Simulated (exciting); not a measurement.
**Sb: equation of state with PBE**

Crystal: Sb.

```xyz
1
Lattice="3.1600 0.0000 0.0000 0.0000 3.1600 0.0000 0.0000 0.0000 3.1600" Properties=species:S:1:pos:R:3 pbc="T T T"
Sb    0.0000    0.0000    0.0000
```

This isn't the form of Sb at room conditions, which is rhombohedral.

```json
{"Program": "exciting (release sodium)", "Task": "equation of state", "Functional": "PBE", "Potentials or basis": "all-electron LAPW+lo, shipped species files, valence relativity iora*", "rgkmax": "9", "k mesh": "8 × 8 × 8", "Occupations": "fermi-dirac, width 0.05 eV", "Spin": "no spin polarisation", "gmaxvr (cutoff of density and potential)": "14 1/bohr", "lmaxapw (and lmaxmat)": "10", "lmaxvr": "8", "nempty": "8", "Valence relativity": "iora*", "Muffin-tin radii": "Sb 2.3 bohr"}
```

The equilibrium volume is 30.19 Å³/atom. The bulk modulus is 59 GPa and the pressure derivative of the bulk modulus is 5.6 (rough: it moves with the points fitted).

Energy against volume, from the lowest point:
```tsv
volume (Å³/atom)	energy (meV/atom)
29.661	1.62
30.292	0.00
30.923	3.08
31.554	10.06
32.186	21.27
32.817	35.11
33.448	51.83
```

Spin-orbit coupling is left out, which matters for the levels of Sb.
